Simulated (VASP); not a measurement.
# Sb (P1) in VASP: a series of runs

One crystal, Sb, is run at these levels: PBE, HSE06; tasks: single point.

Program: VASP 6.6.1. These are calculated values, not measurements. Logs are shortened: lines on timing, memory, paths and dates and some standing lists are left out, and cuts for length are marked.

### Step 1. The cell of the first run

The typed cell holds 64 atoms: a = 13.836 Å, b = 14.216 Å, c = 13.370 Å, α = 58.62°, β = 55.56°, γ = 54.87°.

This isn't the form of Sb at room conditions, which is rhombohedral.

### Step 2. Single point, PBE

INCAR reads:

```
  PREC = Accurate
  ENCUT = 450
  EDIFF = 1E-5
  ISMEAR = 0
  SIGMA = 0.05
  LREAL = Auto
  LASPH = True
  NELM = 100
  ALGO = Normal
  ISIF = 2
  LWAVE = False
  LCHARG = False
  GGA = PE
  NSIM = 16
  LUSENCCL = False
```

KPOINTS reads:

```
Automatic mesh
0
Gamma
  1 1 1
```

POSCAR reads:

```
Sb
1.0
    0.6934590400      9.5541350000      9.9834769200
    9.6692221600      0.2587702000     10.4181657200
    9.2818135600      9.6014152000      0.6461788000
Sb
64
Direct
    0.0012310000     -0.0003120000      0.0013500000
    0.0044600000     -0.0028930000      0.2484690000
    0.0024590000     -0.0012690000      0.4994030000
    0.0004000000      0.0012120000      0.7496580000
    0.0002690000      0.2484000000     -0.0007330000
   -0.0014610000      0.2504600000      0.2515650000
    0.0009820000      0.2491920000      0.4982410000
    0.0041630000      0.2489140000      0.7499300000
    0.0014860000      0.4985280000     -0.0073410000
    0.0014340000      0.4992980000      0.2492600000
   -0.0061180000      0.5046210000      0.5024890000
   -0.0015110000      0.5031440000      0.7534400000
   -0.0014590000      0.7521140000     -0.0037540000
   -0.0032460000      0.7511820000      0.2493630000
   -0.0015400000      0.7512830000      0.4985460000
   -0.0009210000      0.7493600000      0.7510450000
    0.2508890000     -0.0000460000      0.0019010000
    0.2518120000     -0.0032160000      0.2505700000
    0.2481970000      0.0044650000      0.4983250000
    0.2475380000      0.0015480000      0.7485060000
    0.2487710000      0.2482180000      0.0021230000
    0.2515270000      0.2472440000      0.2491780000
    0.2481640000      0.2467460000      0.5042880000
    0.2510330000      0.2479760000      0.7528530000
    0.2530380000      0.4978570000     -0.0006150000
    0.2454990000      0.4998350000      0.2534040000
    0.2507210000      0.5016760000      0.4978450000
    0.2451420000      0.5012320000      0.7497050000
    0.2485040000      0.7493650000      0.0036300000
    0.2514630000      0.7499510000      0.2499380000
    0.2487120000      0.7508330000      0.5020600000
    0.2485470000      0.7446070000      0.7548900000
    0.4980200000     -0.0023390000      0.0021370000
    0.4997500000      0.0028390000      0.2481370000
    0.5032390000      0.0004770000      0.4988550000
    0.4955050000     -0.0001610000      0.7517410000
    0.4956280000      0.2519620000      0.0039500000
    0.5008010000      0.2517760000      0.2485570000
    0.4988200000      0.2489960000      0.5012440000
    0.4985830000      0.2533940000      0.7480880000
    0.4909330000      0.5013250000      0.0042230000
    0.5013840000      0.4953750000      0.2567080000
    0.5018050000      0.4958400000      0.5001560000
    0.5011870000      0.5005360000      0.7477170000
    0.5008770000      0.7486490000      0.0000320000
    0.4994610000      0.7478050000      0.2495970000
    0.4964460000      0.7502580000      0.5000180000
    0.4972580000      0.7523170000      0.7525000000
    0.7480600000      0.0011650000      0.0005850000
    0.7478490000     -0.0014670000      0.2530630000
    0.7458980000      0.0007520000      0.5022160000
    0.7535650000      0.0015680000      0.7451900000
    0.7489140000      0.2447780000      0.0017220000
    0.7510620000      0.2481890000      0.2518020000
    0.7525990000      0.2496400000      0.4981460000
    0.7523160000      0.2481410000      0.7539090000
    0.7507280000      0.4991610000     -0.0010960000
    0.7500380000      0.5004730000      0.2498550000
    0.7533560000      0.4951670000      0.4993830000
    0.7551940000      0.4990110000      0.7468500000
    0.7478980000      0.7491680000      0.0026180000
    0.7445190000      0.7514650000      0.2581650000
    0.7490300000      0.7463700000      0.5013350000
    0.7509280000      0.7527930000      0.7475670000
```

Potentials or basis: VASP PAW PBE potentials, release 64 (Sb).

Command:

```bash
> cat potpaw_PBE.64/Sb/POTCAR > POTCAR
> mpirun -np 1 vasp_gam > vasp.out
```

OUTCAR:

```text
PREC = Accurate
   ENCUT = 450
   EDIFF = 1E-5
   ISMEAR = 0
   LREAL = Auto
   LASPH = True
   NELM = 100
   ISIF = 2
   GGA = PE

 ion  position               nearest neighbor table
   1  0.001  1.000  0.001-  20 3.17  50 3.21  53 3.21  29 3.22   2 3.31   4 3.36  14 3.36   8 3.39
                            17 3.46  49 3.50   5 3.51  13 3.58
   2  0.004  0.997  0.248-  17 3.13  30 3.20  51 3.25  54 3.26   1 3.31   3 3.35  15 3.35   5 3.38
                            18 3.44  50 3.50  14 3.55   6 3.58
   3  0.002  0.999  0.499-  52 3.14  18 3.16  31 3.20  55 3.24   4 3.35   2 3.35   6 3.38  16 3.39
                            19 3.44  51 3.51   7 3.54  15 3.56
   4  0.000  0.001  0.750-  19 3.17  49 3.19  56 3.20  32 3.27   3 3.35  13 3.36   1 3.36   7 3.37
                            20 3.41  52 3.45   8 3.55  16 3.58
   5  0.000  0.248  0.999-  24 3.16  54 3.18  17 3.23  57 3.23   8 3.30   6 3.38   2 3.38  12 3.39
                            21 3.46  53 3.49   1 3.51   9 3.52
   6  0.999  0.250  0.252-  55 3.12  21 3.17  58 3.22  18 3.28   7 3.31   5 3.38   3 3.38   9 3.42
                            54 3.44  22 3.46  10 3.54   2 3.58
   7  0.001  0.249  0.498-  22 3.17  19 3.18  59 3.19  56 3.20   6 3.31   4 3.37  10 3.38   8 3.39
                            55 3.43  23 3.45   3 3.54  11 3.61
   8  0.004  0.249  0.750-  23 3.10  20 3.17  53 3.22  60 3.23   5 3.30   1 3.39   7 3.39  11 3.40
                            24 3.43  56 3.46   4 3.55  12 3.59
   9  0.001  0.499  0.993-  28 3.09  12 3.19  58 3.22  21 3.22  61 3.26  16 3.34  57 3.42   6 3.42
[... 97 lines left out ...]
  58  0.750  0.500  0.250-  43 3.17  46 3.22   9 3.22   6 3.22  59 3.32  61 3.35  57 3.36  55 3.38
                            42 3.43  10 3.46  54 3.56  62 3.58
  59  0.753  0.495  0.499-  10 3.16  44 3.17   7 3.19  47 3.31  58 3.32  60 3.35  62 3.37  56 3.39
                            11 3.43  43 3.47  55 3.51  63 3.55
  60  0.755  0.499  0.747-  11 3.07   8 3.23  48 3.30  41 3.31  63 3.33  57 3.34  59 3.35  53 3.45
                            12 3.45  44 3.50  56 3.54  64 3.58
  61  0.748  0.749  0.003-  46 3.14  16 3.19  33 3.22   9 3.26  58 3.35  64 3.36  62 3.41  45 3.44
                            13 3.44  52 3.45  57 3.56  49 3.57
  62  0.745  0.751  0.258-  47 3.11  34 3.22  63 3.25  13 3.27  10 3.29  59 3.37  61 3.41  14 3.42
                            49 3.43  46 3.49  50 3.50  58 3.58
  63  0.749  0.746  0.501-  11 3.15  14 3.17  48 3.18  35 3.24  62 3.25  60 3.33  64 3.36  50 3.39
                            15 3.47  47 3.47  59 3.55  51 3.60
  64  0.751  0.753  0.748-  15 3.15  45 3.19  12 3.22  36 3.24  51 3.34  63 3.36  61 3.36  57 3.42
                            16 3.43  48 3.48  52 3.54  60 3.58

  Warning from LATTYP: Got some problem with cell dimensions!
  Tried to take original basis but could not verify dimensions!
  LATTYP: Found a triclinic cell.
 ALAT       =    13.8359022998
 B/A-ratio  =     0.9663262552
 C/A-ratio  =     0.9344475022
 COS(alpha) =     0.0327225582
 COS(beta)  =     0.4374087776
 COS(gamma) =     0.5655612418

  Lattice vectors:

 A1 = (   0.6934590400,   9.5541350000,   9.9834769200)
 A2 = (   9.2818135600,   9.6014152000,   0.6461788000)
 A3 = (  -8.9757631200,   9.2953648000,  -0.4346888000)

Analysis of symmetry for initial positions (statically):
=====================================================================
 Subroutine PRICEL returns:
 Original cell was already a primitive cell.

 Routine SETGRP: Setting up the symmetry group for a
 triclinic supercell.

 Subroutine GETGRP returns: Found  1 space group operations
 (whereof  1 operations were pure point group operations)
 out of a pool of  2 trial point group operations.

The static configuration has the point symmetry C_1 .

Analysis of symmetry for dynamics (positions and initial velocities):
=====================================================================
 Subroutine PRICEL returns:
 Original cell was already a primitive cell.

 Routine SETGRP: Setting up the symmetry group for a
 triclinic supercell.

 Subroutine GETGRP returns: Found  1 space group operations
 (whereof  1 operations were pure point group operations)
 out of a pool of  2 trial point group operations.

The dynamic configuration has the point symmetry C_1 .

 Subroutine INISYM returns: Found  1 space group operations
 (whereof  1 operations are pure point group operations),
 and found     1 'primitive' translations

[... 164 lines left out ...]

  Shift w.r.t. Gamma in fractional coordinates (k-lattice)
     0.000000000  0.000000000  0.000000000

 Subroutine IBZKPT returns following result:
 ===========================================

 Found      1 irreducible k-points:

 Following reciprocal coordinates:
            Coordinates               Weight
  0.000000  0.000000  0.000000      1.000000
   k-points           NKPTS =      1   k-points in BZ     NKDIM =      1   number of bands    NBANDS=    193
   number of dos      NEDOS =    301   number of ions     NIONS =     64
   total plane-waves  NPLWV = 903168
   dimension x,y,z NGX =    96 NGY =   98 NGZ =   96
   dimension x,y,z NGXF=   192 NGYF=  196 NGZF=  192
   ions per type =              64
   NGX,Y,Z   is equivalent  to a cutoff of  11.53, 11.46, 11.94 a.u.
   NGXF,Y,Z  is equivalent  to a cutoff of  23.07, 22.92, 23.87 a.u.
 SYSTEM =  unknown system
   PREC   = accura    normal or accurate (medium, high low for compatibility)
   ISTART =      0    job   : 0-new  1-cont  2-samecut
   ICHARG =      2    charge: 1-file 2-atom 10-const
   ISPIN  =      1    spin polarized calculation?
   LNONCOLLINEAR =      F non collinear calculations
   LSORBIT =      F    spin-orbit coupling
   LASPH  =      T    aspherical Exc in radial PAW
   ENCUT  =  450.0 eV  33.07 Ry    5.75 a.u.  23.93 24.59 23.13*2*pi/ulx,y,z
   NELM   =    100;   NELMIN=  2; NELMDL= -5     # of ELM steps
   EDIFF  = 0.1E-04   stopping-criterion for ELM
   LREAL  =      T    real-space projection
   EDIFFG = 0.1E-03   stopping-criterion for IOM
   NSW    =      0    number of steps for IOM
   IBRION =     -1    ionic relax: 0-MD 1-quasi-New 2-CG
   NFREE  =      0    steps in history (QN), initial steepest desc. (CG)
   ISIF   =      2    stress and relaxation
   ISYM   =      2    0-nonsym 1-usesym 2-fastsym
   POTIM  = 0.5000    time-step for ionic-motion
   TEBEG  =    0.0;   TEEND  =   0.0 temperature during run
   PSTRESS=    0.0 pullay stress
   NELECT =     320.0000    total number of electrons
   NUPDOWN=      -1.0000    fix difference up-down
   EMIN   =  10.00;   EMAX   =-10.00  energy-range for DOS
   EFERMI =   0.00;   METHOD = LEGACY
   ISMEAR =     0;   SIGMA  =   0.05  broadening in eV -4-tet -1-fermi 0-gaus
   EFERMI_NEDOS =   21; number of points for ismear=-14 and -15
   IALGO  =     38    algorithm
   IMIX   =      4    mixing-type and parameters
     AMIX     =   0.40;   BMIX     =  1.00
     AMIX_MAG =   1.60;   BMIX_MAG =  1.00
  volume/ion in A,a.u.               =      26.53       179.02
  Fermi-wavevector in a.u.,A,eV,Ry     =   0.938633  1.773758 11.987156  0.881031
  Thomas-Fermi vector in A             =   2.065864
   LORBIT       =      0    0 simple, 1 ext, 2 COOP (PROOUT), +10 PAW based schemes
   GGA     = PE    functional components
   LHFCALC =     F    Hartree Fock is set to
   AEXX    =    0.0000 exact exchange contribution
   IVDW    =     0    specifies the selected vdW correction
   LEPSILON=     F    determine dielectric tensor
   LRPA    =     F    only Hartree local field effects (RPA)
 non-spin polarized calculation
 Gauss-broadening in eV      SIGMA  =   0.05
  energy-cutoff  :      450.00
  volume of cell :     1697.80
 maximum number of plane-waves:     18405
 NGX is ok and might be reduce to    96
   NGX = 47   NGY = 49   NGZ = 47

 number of electron     319.9999999 magnetization

 Free energy of the ion-electron system (eV)
  ---------------------------------------------------
  ext. energy  EPLUGINS =         0.00000000
  ---------------------------------------------------
  free energy    TOTEN  =      -246.24595759 eV

  energy without entropy =     -246.13704809  energy(sigma->0) =     -246.19150284

 E-fermi :   8.3868     XC(G=0): -10.3012

 val. band max:        8.3776421875   @ k =   0.0000   0.0000   0.0000
 cond. band min:       8.3996281784   @ k =   0.0000   0.0000   0.0000
 fundamental gap:      0.0219859909
 Fermi energy:         8.3867876167

 k-point     1 :       0.0000    0.0000    0.0000
  band No.  band energies     occupation
      1      -4.3889      2.00000
      2      -3.3558      2.00000
      3      -3.3105      2.00000
      4      -3.2229      2.00000
      5      -3.1927      2.00000
      6      -3.0813      2.00000
[... 164 lines left out ...]
    171       8.8353      0.00000
    172       8.9284      0.00000
 [bands above 172 left out]

------------------------ aborting loop because EDIFF is reached ----------------------------------------

  FORCE on cell =-STRESS in cart. coord.  units (eV):
  Direction    XX          YY          ZZ          XY          YZ          ZX
  --------------------------------------------------------------------------------------
  -------------------------------------------------------------------------------------
  Total      -12.0179843     29.1948214     -8.9601943    -40.2810579    -20.6969987    -45.1645980
  in kB      -11.3410846     27.5504552     -8.4555212    -38.0122716    -19.5312630    -42.6207517
  external PRESSURE =       2.5846165 kB  Pullay stress =       0.0000000 kB

 VOLUME and BASIS-vectors are now :
 -----------------------------------------------------------------------------
  energy-cutoff  :      450.00
  volume of cell :     1697.80
      direct lattice vectors                 reciprocal lattice vectors
     0.693459040  9.554135000  9.983476920    -0.058818277  0.053275531  0.053266658
     9.669222160  0.258770200 10.418165720     0.052822241 -0.054315255  0.048310345
     9.281813560  9.601415200  0.646178800     0.057105013  0.052601991 -0.054306381

 POSITION                                       TOTAL-FORCE (eV/Angst)
 -----------------------------------------------------------------------------------
      9.67959      0.28341     10.42808         0.053364      0.109472     -0.105645
     11.95058      2.68629     10.59311         0.082931     -0.084976     -0.067916
     14.29402      5.07691     10.75220        -0.077285      0.021105      0.000848
      6.97018      7.20191      0.50103        -0.002984      0.133046     -0.072404
     11.67703      9.66123      3.23626         0.122094     -0.036452     -0.056119
      5.44918     12.02037     12.74078        -0.014624     -0.111012      0.054659
[... 56 lines left out ...]
     12.38954     12.16300     15.57768         0.231070      0.011190     -0.079578
     14.73844     14.54697     15.82266         0.131139     -0.032840     -0.096781
 -----------------------------------------------------------------------------------
    total drift:                                0.004036      0.009267     -0.007763

  FREE ENERGIE OF THE ION-ELECTRON SYSTEM (eV)
  ---------------------------------------------------
  free  energy   TOTEN  =      -246.2459575861 eV

  energy  without entropy=     -246.1370480899  energy(sigma->0) =     -246.19150284
```

It took 64 s on 1 × NVIDIA H100 80GB with 1 thread of AMD EPYC 7R13 (Zen 3), shared host; peak memory 3.4 GiB.

These settings aren't checked as converged: the numbers below hold their error.

What came out:

```yaml
Free_energy: -246.2460 eV
Pressure: 0.3 GPa
Largest_force: 0.349 eV/Å
Band_gap_on_the_k_mesh: 0.02 eV
```

Caveat: the k mesh is coarse (spacing up to 0.60 Å⁻¹), so the values aren't converged; spin-orbit coupling is left out, which moves the levels of the heavy elements; an odd mesh through Γ misses points on the zone boundary, where band edges often lie.

### Step 3. Single point, HSE06

POSCAR is that of step 2.

INCAR.step1 reads:

```
SYSTEM = Sb
ALGO     = Normal         ! electronic algorithm
EDIFF    = 1E-5           ! SCF threshold, eV
ENCUT    = 450            ! plane-wave cutoff, eV
GGA      = PE             ! functional
ISIF     = 2              ! what is computed and relaxed
ISMEAR   = 0              ! smearing method
LASPH    = .True.         ! aspherical terms in the spheres
LCHARG   = .False.        ! write CHGCAR
LREAL    = Auto         
LUSENCCL = .False.      
LWAVE    = .True.         ! write WAVECAR
NBANDS   = 198            ! bands
NELM     = 100            ! most SCF steps
NSIM     = 8            
PREC     = Accurate       ! precision mode
SIGMA    = 0.05           ! smearing width, eV
```

INCAR.step2 reads:

```
SYSTEM = Sb
ALGO     = Normal         ! electronic algorithm
EDIFF    = 1E-5           ! SCF threshold, eV
ENCUT    = 450            ! plane-wave cutoff, eV
GGA      = PE             ! functional
HFSCREEN = 0.2            ! screening, 1/A
ISIF     = 2              ! what is computed and relaxed
ISMEAR   = 0              ! smearing method
ISTART   = 1            
LASPH    = .True.         ! aspherical terms in the spheres
LCHARG   = .False.        ! write CHGCAR
LHFCALC  = .True.         ! exact exchange
LREAL    = Auto         
LUSENCCL = .False.      
LWAVE    = .False.        ! write WAVECAR
NBANDS   = 198            ! bands
NELM     = 100            ! most SCF steps
NSIM     = 8            
PREC     = Accurate       ! precision mode
PRECFOCK = Fast         
SIGMA    = 0.05           ! smearing width, eV
```

KPOINTS reads:

```
k-points
0
Gamma
  1 1 1
  0 0 0
```

Potentials or basis: VASP PAW PBE potentials, release 64 (Sb).

Command:

```bash
> cat potpaw_PBE.64/Sb/POTCAR > POTCAR
> cp INCAR.step1 INCAR
> mpirun -np 1 vasp_gam > vasp.out
> cp INCAR.step2 INCAR
> mpirun -np 1 vasp_gam > vasp.out
```

Run time: 5.9 min. Hardware: 1 × NVIDIA H100 80GB with 1 thread of AMD EPYC 7R13 (Zen 3), shared host; peak memory 2.5 GiB.

The run converged, but some of its settings lie outside the range that counts as converged, so its numbers aren't taken as properties of the crystal.

Results:

* Free energy: -302.8618 eV
* Pressure: -3.3 GPa
* Largest force: 0.399 eV/Å
* Band gap on the k mesh: 0.20 eV

Caveat: the k mesh is coarse (spacing up to 0.60 Å⁻¹), so the values aren't converged, least of all with exact exchange; the PAW data sets were made with another functional, which shifts forces and pressure a little; spin-orbit coupling is left out, which moves the levels of the heavy elements; an odd mesh through Γ misses points on the zone boundary, where band edges often lie.
